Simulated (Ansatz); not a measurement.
The following input was run with Ansatz 0.2.0.

```yaml
crystal:
  lattice:
    - [4.660637019, -0.073706538, -0.073706538]
    - [-0.073706538, 4.511397263, -0.274002]
    - [-0.073706538, -0.274002, 4.511397263]
  atoms:
    - { symbol: Cs, position: [0.0, 0.0154839771, -0.0154839771] }
    - { symbol: I, position: [0.5, 0.4845160229, 0.5154839771] }
basis:
  ecutwfc: 420
kpoints:
  mp_grid: { grid: [6, 6, 6] }
hamiltonian:
  xc: pbesol
scf:
  occupations: { method: gaussian, width: 0.02 }
output:
  forces: true
  stress: true
  eigenvalues: true
```

Run as
```bash
ansatz run input.yaml --threads 1 --pin off --max-ram 1331MiB --backend cpu --events-out ev --progress --plain --runs-dir out
```

Computed with DFT PBEsol, scalar-relativistic, plane waves, PAW in Ansatz 0.2.0.

Part of what the program printed, abridged (final results; tables in files aren't shown):

```
SCF 1 converged in 6 iterations: F = -13021.129107 eV  dr2 = 6.34e-9
SCF converged after 6 iterations
Free energy (F): -13021.129107 eV
Harris-Foulkes:  -13021.129107 eV  (|F-HF|=3.29e-9)
Internal energy: -13021.129107 eV  (E = F + TS)
E sigma→0 (E₀):  -13021.129107 eV
Fermi energy:    5.796456 eV
--- Per-component energies (eV) ---
  E_band       = -435.103141
  E_kinetic    = 332.248526
  E_local      = -2449.631804  (includes V_loc(G=0)·N_el)
  E_nonlocal   = -57.074053
  E_hartree    = 1217.379425
  E_xc         = -300.435818
  E_vxc        = -255.356096  (∫ρ·V_xc dr)
  E_paw        = -9720.807929  (= ΣΔE_a)
  E_vpaw       = -440.045780  (= ΣTr[D̂ρ^β])
  E_aug_tail   = 0.000017  (compensation charges beyond the density's cutoff)
  E_ewald      = -2043.363774
  E_core_change = 0.556302  (= ΣΔE_core)
  E_smearing   =  0.000000  (= −TS)
--- Forces (eV/Å), atoms counted from 1 ---
  atom   1  Cs     0.00000000    -0.02994113     0.02994113
  atom   2  I      0.00000000     0.02997161    -0.02997161
--- Stress (GPa, compression-positive) ---
       -0.289912       0.396893       0.396893
        0.396893       0.196623       0.631076
        0.396893       0.631076       0.196623
  P = ⅓ Tr σ = 0.0344 GPa (0.344 kbar)
--- Band table (eV; the first three rows and the last of 68) ---
  k-point 0: bands = ["-38.9438", "-38.9431", "-38.9425", "-38.9376", "-38.9361", "-16.3699", "-6.7817", "-3.1125", "-3.0644", "-3.0129", "3.7492", "3.8752", "3.9011", "7.6312", "8.0173", "8.1899", "11.2991"]
  k-point 1: bands = ["-38.9438", "-38.9432", "-38.9424", "-38.9376", "-38.9361", "-16.3627", "-6.7856", "-3.1049", "-3.0688", "-3.0250", "3.3818", "3.6992", "3.8522", "8.0974", "8.3427", "8.7867", "11.3914"]
  k-point 2: bands = ["-38.9438", "-38.9432", "-38.9424", "-38.9376", "-38.9360", "-16.3481", "-6.7958", "-3.1876", "-3.0250", "-2.9866", "2.6353", "3.5801", "3.7840", "8.6693", "9.4286", "10.0261", "11.1671"]
  k-point 67: bands = ["-38.9437", "-38.9432", "-38.9423", "-38.9376", "-38.9358", "-16.2986", "-6.5253", "-3.3865", "-3.3085", "-3.2444", "2.5711", "2.5956", "2.6215", "10.5133", "10.7326", "11.5912", "11.7199"]
```

The run converged.